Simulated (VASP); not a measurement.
Crystal: Os.

```
CELL_PARAMETERS angstrom
2.73410 0.00000 0.00000
-1.36705 2.36780 0.00000
0.00000 0.00000 4.31970
ATOMIC_POSITIONS crystal
Os 0.66667 0.33333 0.75000
Os 0.33333 0.66667 0.25000
```

Base run:

| Quantity | Value |
| --- | --- |
| Program | VASP 6.6.1 |
| Functional | PBE |
| Potentials or basis | VASP PAW PBE potentials, release 64 (Os_sv_GW) |
| Cutoff | 550 eV |
| k mesh | 11 × 11 × 6 |
| Occupations | fermi-dirac, width 0.05 eV |
| Spin | no spin polarisation |

Its results: pressure 7.2 GPa.

**Question.** The run is repeated on the same cell with these changes: cutoff from 550 eV to 600 eV; further incar settings from ALGO = Normal; EDIFF = 1e-07 to ALGO = Normal; EDIFF = 1e-06; NBANDS = 23. What comes out?

**Answer.** Pressure 8.2 GPa.
